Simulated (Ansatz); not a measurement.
Input, command and steps of an Ansatz relaxation.

```yaml
crystal:
  lattice:
    - [3.7383429954, 0.0, 0.0]
    - [-1.8691714977, 3.237500002, 0.0]
    - [0.0, 0.0, 6.1949159779]
  atoms:
    - { symbol: Si, position: [0.6666666667, 0.3333333333, 0.8740440709] }
    - { symbol: Si, position: [0.3333333333, 0.6666666667, 0.3740440709] }
    - { symbol: Ge, position: [0.6666666667, 0.3333333333, 0.5009549291] }
    - { symbol: Ge, position: [0.3333333333, 0.6666666667, 0.0009549291] }
basis:
  ecutwfc: 500
kpoints:
  mp_grid: { grid: [12, 12, 4] }
hamiltonian:
  xc: r2scan
scf:
  occupations: { method: gaussian, width: 0.02 }
output:
  forces: true
  stress: true
  eigenvalues: true
relax:
  adjacent_minimum: "off"
  f_tol: 0.01
  max_steps: 30
  cell: { stress_tol: 0.1, fix: [volume] }
```

```bash
ansatz run input.yaml --threads 1 --pin off --max-ram 2560MiB --backend cpu --events-out ev --progress --plain --runs-dir out
```

Method: DFT r2SCAN, scalar-relativistic, plane waves, PAW (Ansatz 0.2.0).

The volume is held at 0.88 times that of the relaxed cell.

Of 3 frames 3 are shown, positions in Å and forces in eV/Å; the SCF threshold varies from step to step. Steps run on the plane waves of an earlier cell, with a Pulay correction in the pressure. The basis is chosen afresh for the last frame, the zero of the energies, and at times for earlier ones too; energy and pressure step there, also at an unchanged geometry.

```xyz
4
Lattice="3.7383 0.0000 0.0000 -1.8692 3.2375 0.0000 0.0000 0.0000 6.1949" Properties=species:S:1:pos:R:3:forces:R:3 pbc="T T T" step=1 free_energy_over_end_meV_per_atom=0.00 pressure_GPa=14.25
Si    1.8692    1.0792    5.4146    0.0000    0.0000   -0.0186
Si    0.0000    2.1583    2.3172    0.0000    0.0000   -0.0186
Ge    1.8692    1.0792    3.1034    0.0000    0.0000    0.0186
Ge    0.0000    2.1583    0.0059    0.0000    0.0000    0.0186
4
Lattice="3.7375 0.0000 0.0000 -1.8688 3.2368 0.0000 0.0000 0.0000 6.1977" Properties=species:S:1:pos:R:3:forces:R:3 pbc="T T T" step=2 free_energy_over_end_meV_per_atom=0.00 pressure_GPa=14.25
Si    1.8688    1.0789    5.4162    0.0000    0.0000   -0.0022
Si    0.0000    2.1579    2.3174    0.0000    0.0000   -0.0022
Ge    1.8688    1.0789    3.1056    0.0000    0.0000    0.0023
Ge    0.0000    2.1579    0.0068    0.0000    0.0000    0.0023
4
Lattice="3.7375 0.0000 0.0000 -1.8688 3.2368 0.0000 0.0000 0.0000 6.1977" Properties=species:S:1:pos:R:3:forces:R:3 pbc="T T T" step=3 free_energy_over_end_meV_per_atom=0.00 pressure_GPa=14.25
Si    1.8688    1.0789    5.4162    0.0000    0.0000   -0.0022
Si    0.0000    2.1579    2.3174    0.0000    0.0000   -0.0022
Ge    1.8688    1.0789    3.1056    0.0000    0.0000    0.0022
Ge    0.0000    2.1579    0.0068    0.0000    0.0000    0.0022
```

It took 57 s on 1 thread of Arm Neoverse V2, with other jobs on the host, peak memory 0.54 GiB.